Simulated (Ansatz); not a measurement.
## Contact densities of BaS against volume

```xyz
2
Lattice="0.0000 3.5161 3.5161 3.5161 0.0000 3.5161 3.5161 3.5161 0.0000" Properties=species:S:1:pos:R:3 pbc="T T T"
Ba    0.0000    0.0000    0.0000
S     1.7581    1.7581    1.7581
```

Atoms are numbered in the order listed.

The cell was built from the zincblende type and relaxed in the same program, and has space group F-43m; it needn't be a known or the stable phase.

No spin–orbit coupling, which matters for the heavy atoms here.

All numbers below come from DFT, PBE, all-electron PAW with datasets made for the crystal, scalar-relativistic (Ansatz 0.2.0).

The runs use a Γ-centred 9×9×9 k mesh, Fermi–Dirac smearing of 0.08 eV, cutoff 220 eV (chosen by the program for this cell), no spin polarisation.

The contact density is the mean electron density over the nuclear volume; its changes follow the s electrons' response to bonding and compression. Changes below are taken from the unscaled cell, where it is 2.06511e+06 e/Å³ at Ba1, 19783.8 e/Å³ at S2.

The datasets are made afresh for each cell, so very small changes are uncertain. Scalar relativity leaves out the p1/2 density at heavy nuclei.

Tabulate the changes with volume.


| V/V(cell) | P (GPa) | Δρ(0) Ba1 (e/Å³) | Δρ(0) S2 (e/Å³) |
| --- | --- | --- | --- |
| 0.9405 | 2.0 | 1.78 | -0.10 |
| 1.0000 | 0.0 | 0.00 | 0.00 |
| 1.0600 | -1.4 | -1.52 | 0.15 |
